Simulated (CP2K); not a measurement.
Crystal: TiO2.

```xyz
12
Lattice="5.5185 0.0000 0.0000 -1.6018 5.2809 0.0000 -1.6019 -2.9048 4.4102" Properties=species:S:1:pos:R:3 pbc="T T T"
Ti   -0.8009    2.6404    0.0000
Ti   -0.8009   -1.4524    2.2051
Ti    1.9397    0.5689    1.1025
Ti    0.3751    1.8072    3.3076
O     1.9210    2.2186    2.2057
O     1.9219   -1.8750    4.4095
O     3.1510    3.7992    0.2421
O    -0.8392    2.6657    1.9630
O     3.1540   -0.2896    2.4472
O     0.3929    4.2510    0.0007
O    -0.8362   -1.4231    4.1680
O     0.3938    0.1575    2.2044
```

The cell is a database's computed one.

Base run:

```yaml
Program: CP2K 2026.2
Functional: PBE
Potentials_or_basis: POTENTIAL_UZH Ti GTH-PBE-q12, O GTH-PBE-q6; DZVP-MOLOPT-PBE-GTH basis
Density_cutoff: 11565 eV
k_mesh: 5 × 5 × 5
Occupations: fermi-dirac, width 0.05 eV
Spin: no spin polarisation
```

Its results: band gap on the k mesh 1.78 eV; pressure -0.3 GPa; largest force 0.071 eV/Å.

Q: The run is repeated on the same cell with these changes: functional from PBE to TPSS. What comes out?

A: Band gap on the k mesh 1.92 eV; pressure -2.6 GPa; largest force 0.070 eV/Å.

TPSS gives the wider gap, since meta-GGAs in the generalised Kohn-Sham scheme recover part of the derivative discontinuity.

Caveats: the basis of atomic orbitals isn't converged, which shifts pressures, moduli and gaps; the potentials were made for another functional, which shifts forces and pressure (some runs).

Not every run made on this cell is shown here.
